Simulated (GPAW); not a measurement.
**BAs in GPAW: the effect of target pressure**

BAs:

```
CELL_PARAMETERS angstrom
2.93437 0.00000 0.00000
0.00000 2.93437 0.00000
0.00000 0.00000 2.93437
ATOMIC_POSITIONS crystal
B 0.50000 0.50000 0.50000
As 0.00000 0.00000 0.00000
```

The cell was built by a generator and needn't be a form met in nature.

Alike in all runs:

| Item | Value |
| --- | --- |
| Program | GPAW 26.7.0 |
| Task | relaxation of cell and atoms |
| Functional | PBE |
| Potentials or basis | GPAW PAW data sets (gpaw-data 1.2.1) |
| Cutoff | 800 eV |
| Basis | pw |
| k mesh | 9 × 9 × 9 |
| Occupations | fermi-dirac, width 0.05 eV |
| Spin | no spin polarisation |

Each run relaxes the cell or the atoms first.

```tsv
target pressure	target pressure	relaxed volume (Å³/atom)
0 GPa	-	?
2 GPa	2 GPa	12.43
5 GPa	5 GPa	12.09
10 GPa	10 GPa	11.69
20 GPa	20 GPa	11.00
30 GPa	30 GPa	10.48
```

What does the run with target pressure 0 GPa give?

Relaxed volume 12.67 Å³/atom.

Worked out: In Murnaghan's law V^(-B') rises as a straight line in P. The other rows fit best with B' = 3.7, V0 = 12.63 Å³/atom and B0 = 112 GPa, which gives 12.63 Å³/atom at 0 GPa, against the run's 12.67.

Caveats: later steps reuse the first step's grids; the volume moved by over 15 % at a fixed basis, so the end points are rough (some runs).
